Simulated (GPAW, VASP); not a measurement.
Given: the input of a run of VASP 6.6.1 on C. 

INCAR

```
PREC = Accurate ; ENCUT = 520
EDIFF = 1E-6 ; ISMEAR = 0
SIGMA = 0.019000000000000003 ; LREAL = False
LASPH = True ; NELM = 80
ALGO = Fast ; ISIF = 2
LWAVE = False ; LCHARG = False
GGA = PE
```

Contents of KPOINTS:

```
regular mesh
0
Gamma
  13 13 13
```

File POSCAR:

```
C
1.0
    0.0000000000      1.7833700000      1.7833700000
    1.7833700000      0.0000000000      1.7833700000
    1.7833700000      1.7833700000      0.0000000000
C
2
Direct
    0.7500000000      0.7500000000      0.7500000000
    0.5000000000      0.5000000000      0.5000000000
```

Potentials or basis: VASP PAW PBE potentials, release 64 (C).

Launch:

```sh
$ cat potpaw_PBE.64/C/POTCAR > POTCAR
$ mpirun -np 1 vasp_std > vasp.out
```

Problem. What does the same run look like in GPAW 26.7.0 (ASE script)? Potentials or basis there: GPAW PAW data sets (gpaw-data 1.2.1), cutoff 800 eV.

Solution. As run (cutoffs and basis follow the program's own potentials, and thresholds, step limits or extra output files can differ):

File run.py:

```python
from ase.dft.bandgap import bandgap
from ase.io import read, write
from ase.units import GPa
from gpaw import GPAW, PW

atoms = read('C.xyz')

calc = GPAW(mode=PW(800),
            xc='PBE',
            kpts={'size': (13, 13, 13), 'gamma': True},
            occupations={'name': 'methfessel-paxton', 'order': 0, 'width': 0.019000000000000003},
            nbands=11,
            convergence={'density': 1e-05, 'energy': 1e-05},
            maxiter=150,
            txt='gpaw.txt')
atoms.calc = calc
energy = atoms.get_potential_energy()
forces = atoms.get_forces()
stress = atoms.get_stress()
calc.write('gs.gpw')
write('result.traj', atoms)
print(f'Energy: {energy:.6f} eV')
print('Forces (eV/A):')
print(forces.round(4))
print('Stress (GPa):', (stress / GPa).round(3))
print('Fermi level:', round(calc.get_fermi_level(), 4), 'eV')
print(f'Gap: {bandgap(calc)[0]:.4f} eV, direct: {bandgap(calc, direct=True)[0]:.4f} eV')
```

C.xyz

```xyz
2
Lattice="0.0000000000 1.7833700000 1.7833700000 1.7833700000 0.0000000000 1.7833700000 1.7833700000 1.7833700000 0.0000000000" Properties=species:S:1:pos:R:3 pbc="T T T"
C      2.6750550000      2.6750550000      2.6750550000
C      1.7833700000      1.7833700000      1.7833700000
```

Potentials or basis: GPAW PAW data sets (gpaw-data 1.2.1), pw.

Launch:

```sh
$ OMP_NUM_THREADS=1 python run.py
```

Both were run:

|  | VASP | GPAW |
| --- | --- | --- |
| Pressure | 2.5 GPa | 1.4 GPa |

Pressure is positive in compression.
